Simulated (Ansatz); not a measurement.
# KBr (rocksalt) under strain

KBr in the rocksalt structure, relaxed with r2SCAN in Ansatz. The symmetry is Fm-3m (No. 225, cubic); a = 6.604 Å in the conventional setting, 36.01 Å³ an atom. K has 6 Br at 3.30 Å; Br has 6 K at 3.30 Å.

The axes x, y and z are those of this cell:
```yaml
crystal:
  lattice:
    - [0.00000, 3.30225, 3.30225]
    - [3.30225, 0.00000, 3.30225]
    - [3.30225, 3.30225, 0.00000]
  atoms:
    - { symbol: K, position: [0.00000, 0.00000, 0.00000] }
    - { symbol: Br, position: [0.50000, 0.50000, 0.50000] }
```

Unstrained: The PBE gap is direct at Γ: 4.430 eV. With r2SCAN the gap is 5.071 eV and direct, at Γ. The HSE06 gap is direct at Γ: 5.596 eV. Meshes: PBE 6×6×6, r2SCAN 6×6×6, HSE06 4×4×4. Strains are changes of length per length. After each strain the atoms were relaxed again with r2SCAN within the symmetry that the strain leaves, so tilts or polar shifts that break it weren't tested; points keep the names that they have in the unstrained zone. Spin-unpolarised throughout; all numbers are computed.

Changes of the least gap in eV (an overlap counts as a negative gap):
```tsv
strain	volume change (%)	space group	PBE	r2SCAN	HSE06	G0W0@PBE (mesh)	energy rise, r2SCAN (meV/atom)
epitaxial +1.0 % in the xy plane, free normal strain -0.17 %	+1.8	I4/mmm	-0.052	-0.055	-0.055	-0.04	0.8
uniaxial +1.0 % along x	+1.0	I4/mmm	-0.028	-0.030	-0.030	-0.02	0.3
uniaxial +1.5 % along z	+1.5	I4/mmm	-0.042	-0.045	-0.045	-0.04	0.8
isotropic -1.0 % on every length	-3.0	Fm-3m	+0.082	+0.088	+0.090	+0.07	1.9
epitaxial +4.0 % in the xy plane, free normal strain -0.85 %	+7.2	I4/mmm	-0.189	-0.203	-0.202	-0.16	12.3
```
Unstrained, G0W0@PBE with 300 empty bands, a screening cutoff of 150 eV and a 4×4×4 mesh gives 6.99 eV on its mesh; the band count follows the volume. No extrapolation in bands, cutoff or mesh was made for G0W0.

Epitaxial +1.0 % in the xy plane, free normal strain -0.17 %. HSE06: the gap goes from 5.596 to 5.541 eV (-0.055 eV). Stress change with r2SCAN, compression positive: xx -0.40, yy -0.40, zz -0.03 GPa.

Uniaxial +1.0 % along x, other directions held. HSE06: the gap goes from 5.596 to 5.566 eV (-0.030 eV). Stress change with r2SCAN, compression positive: xx -0.36, yy -0.05, zz -0.05 GPa.

Uniaxial +1.5 % along z, other directions held. HSE06: the gap goes from 5.596 to 5.551 eV (-0.045 eV). Stress change with r2SCAN, compression positive: xx -0.07, yy -0.07, zz -0.53 GPa.

Isotropic -1.0 % on every length. HSE06: the gap goes from 5.596 to 5.686 eV (+0.090 eV). Stress change with r2SCAN, compression positive: xx +0.52, yy +0.52, zz +0.52 GPa. For HSE06, dE_g/d ln V = -3.0 eV over this step.

Epitaxial +4.0 % in the xy plane, free normal strain -0.85 %. HSE06: the gap goes from 5.596 to 5.394 eV (-0.202 eV); with r2SCAN the top three valence levels at Γ, degenerate before, become 1+2 from the top over 14 meV. Stress change with r2SCAN, compression positive: xx -1.27, yy -1.27, zz -0.02 GPa.

The runs are scalar-relativistic, without spin-orbit coupling.

The meshes of the hybrids are coarse, so their gaps aren't converged to the digits shown.

The splittings at Γ are without spin-orbit coupling, which regroups them where it is of like size or larger.
